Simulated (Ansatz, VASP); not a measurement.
# Al2O: VASP beside Ansatz

```
Al O
1.0
     2.85314    0.01597    0.05195
    -0.02357    3.75842    0.10594
    -0.16907    0.06950    8.24823
Al O
4 2
Direct
  0.99970 0.57085 0.98937
  0.99970 0.07084 0.48937
  0.50053 0.13126 0.20431
  0.50053 0.63127 0.70431
  0.99977 0.04789 0.05632
  0.99977 0.54788 0.55632
```

Change from the starting cell: the structure that the rattled cell fell into.

Alike in both runs: functional PBE; k mesh 6 × 6 × 2; occupations gaussian, width 0.1 eV; no spin polarisation.

Ansatz relaxed the structure, and its values are those at the end. VASP's run is a single point on that final structure, the one shown.

```csv
,VASP,Ansatz
version,VASP 6.6.1,Ansatz 0.2.0
potentials or method,"VASP PAW PBE potentials, release 64 (Al, O)","scalar-relativistic, plane waves, PAW"
plane-wave cutoff (eV),520,420
valence electrons in the cell,24,24
```

```csv
,VASP,Ansatz,Ansatz less VASP
gap on the k mesh at the Fermi level (eV),none,none,-
pressure (GPa),0.0,0.1,+0.07
```

A gap of «none» marks a metal or a gap that the smearing closes. The functional is the same, so the differences come from potentials, cutoffs and numerics.

Caveats: the k mesh is coarse (spacing up to 0.38 Å⁻¹), so the values aren't converged.
